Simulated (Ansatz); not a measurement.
## Ru: pressure against volume

Ru, P6_3/mmc, a = 2.720 Å, c = 4.297 Å. Ansatz: PBE, PAW, 420 eV, Γ-centred 18×18×10 mesh on 2 atoms, Gaussian smearing 0.10 eV; no spin polarisation. Shape and atoms are relaxed at each volume; pressure is positive in compression.

```tsv
V (Å³/atom)	P (GPa)
12.939	22.38
13.352	10.21
13.765	-0.01
14.178	-8.58
14.591	?
```

Q: Take V0 = 13.765 Å³/atom, count pressures from its P0 = -0.01 GPa, fit the third-order Birch–Murnaghan form to the other rows, and predict the missing pressure.

A: With the Eulerian strain f = ½[(V0/V)^(2/3) − 1] and y = (P − P0)/[3f(1 + 2f)^(5/2)], the form is the line y = B0 + 1.5 B0 (B0′ − 4) f. Rows (f, y): 0.02106, 319.7; 0.01026, 315.6; -0.00976, 307.5. Means f = 0.007187, y = 314.27; Σ(Δf)² = 0.0004891, ΣΔfΔy = 0.1941; the slope is their ratio. y = 311.4 + 396.9 f GPa, so B0 = 311.4 GPa and B0′ = 4 + 2 × (396.9)/(3 × 311.4) = 4.85. At V = 14.591, f = -0.01905, y = 303.84 and P = -15.77 GPa. The run gave -15.75 GPa, so the fit is 0.02 GPa too low, a small miss on the scale of the series. The form still works here, 33 % of the fitted range beyond its end.